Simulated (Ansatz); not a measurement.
**WSe2 (P-6m2), an elastic constant from a strain scan**

The calculation used DFT r2SCAN, scalar-relativistic, plane waves, PAW in Ansatz. Cutoff 500 eV, Γ-centred 12×12×2 k-points, Gaussian smearing of 0.05 eV. Spin–orbit coupling is left out, which can shift energies with elements as heavy as these. No spin polarisation. Energies are free energies at this smearing, counted from the undisturbed cell; pressure is positive in compression.

The undisturbed cell (relaxed at this level; this form isn't the usual structure):

```yaml
crystal:
  lattice:
    - [3.31436, 0.00000, 0.00000]
    - [-1.65718, 2.87032, 0.00000]
    - [0.00000, 0.00000, 16.65868]
  atoms:
    - { symbol: W, position: [0.00000, 0.00000, 0.00000] }
    - { symbol: Se, position: [0.33333, 0.66667, 0.09970] }
    - { symbol: Se, position: [0.33333, 0.66667, 0.90030] }
```

The cell holds layers and no dispersion correction was added, so their binding is poorly described.

The cell is strained by ε times the Voigt pattern (0, 1, 0, 0, 0, 0) (xx, yy, zz, yz, xz, xy; engineering shear) with fractional coordinates fixed. The cell holds 3 atoms in V0 = 158.48 Å³. The stress column is τ = (1/V0) dE/dε, got from the stress tensor σ (compression positive) at each point as −det(1 + εP) σ : P(1 + εP)⁻¹, with P the pattern as a tensor.

| ε | ΔE (meV/atom) | τ (GPa) |
| --- | --- | --- |
| -0.0400 | ? | ? |
| -0.0200 | 6.422 | -1.995 |
| 0.0000 | 0.000 | -0.001 |
| 0.0100 | 1.494 | 0.894 |
| 0.0300 | 12.808 | 2.498 |

Question: Which combination of elastic constants does this scan measure, and how large is it?

Answer: For small ε, τ = τ0 + Kε with K = pᵀCp, which for this pattern is C22 in the Cartesian frame shown. The parabola through τ at ε = -0.0200, 0 and 0.0100 has slope K = 93 GPa at zero. The energies per cell, E = NΔE, of the same two points give K = 2[E(ε₊)/ε₊ − E(ε₋)/ε₋]/[(ε₊ − ε₋)V0] = 95 GPa, in agreement. These are clamped-ion values.

Question: Predict the withheld row at ε = -0.0400 from the harmonic law, and compare.

Answer: ΔE = V0(τ0 ε + Kε²/2)/N = 24.506 meV/atom and τ = -3.72 GPa. The calculation gives 26.964 meV/atom and -4.29 GPa: the energy lies 10 % above the harmonic value, as bonds stiffen under compression.

Forces appear on the atoms along this scan, and letting them relax would lower the energy and soften the response.